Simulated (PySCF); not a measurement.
Geometries of 3 isomers of C6H6O, from PBE0-D3(BJ)/def2-SVP geometry optimisation, gas phase (PySCF 2.14.0). One conformer each, no zero-point energy, no frequencies.

Problem. Which is lowest in electronic energy at this level?
A.
```xyz
13
angstrom
C     -2.506    0.378    0.209
C     -1.584   -0.511   -0.185
C     -0.155   -0.306   -0.151
C      0.895   -1.115   -0.509
C      2.084   -0.372   -0.250
C      1.668    0.830    0.244
O      0.325    0.877    0.307
H     -2.216    1.358    0.597
H     -3.572    0.146    0.152
H     -1.892   -1.488   -0.570
H      0.816   -2.123   -0.910
H      3.113   -0.686   -0.409
H      2.196    1.718    0.583
```
B.
```xyz
13
angstrom
C      1.398   -0.029   -0.250
C      0.910    0.959    0.498
C     -0.471    0.445    0.959
C     -1.384    0.421   -0.286
C     -0.896   -0.567   -1.035
C      0.297   -1.112   -0.219
O     -0.195   -0.939    1.100
H      2.324   -0.074   -0.822
H      1.328    1.944    0.705
H     -0.886    0.876    1.879
H     -2.195    1.116   -0.498
H     -1.199   -0.902   -2.026
H      0.605   -2.148   -0.410
```
C.
```xyz
13
angstrom
O      2.371   -0.288    0.044
C      1.024   -0.199    0.031
C      0.292   -1.391   -0.009
C     -1.098   -1.350   -0.023
C     -1.776   -0.130    0.002
C     -1.044    1.054    0.042
C      0.349    1.026    0.056
H      2.746    0.599    0.071
H      0.836   -2.338   -0.028
H     -1.659   -2.287   -0.055
H     -2.868   -0.105   -0.009
H     -1.559    2.018    0.062
H      0.920    1.959    0.087
```

Solution. C. That is `c1ccccc1O`, 28.3 kcal/mol below the next.

| SMILES | atoms numbered as above | E (Eh) | relative (kcal/mol) | relative (kJ/mol) | dipole (D) |
| --- | --- | --- | --- | --- | --- |
| Oc1ccccc1 | [OH:1][c:2]1[cH:3][cH:4][cH:5][cH:6][cH:7]1 | -306.90471 | 0.0 | 0.0 | 1.36 |
| C=Cc1ccco1 | [CH2:1]=[CH:2][c:3]1[cH:4][cH:5][cH:6][o:7]1 | -306.85968 | 28.3 | 118.2 | 0.70 |
| C1=C[C@H]2C=C[C@@H]1O2 | [CH:1]1=[CH:2][C@H:3]2[CH:4]=[CH:5][C@@H:6]1[O:7]2 | -306.80212 | 64.4 | 269.3 | 1.83 |

As drawn, the lowest has an aromatic ring and an O–H bond, which the highest lacks; the highest has a C=C bond outside aromatic rings, which the lowest lacks.
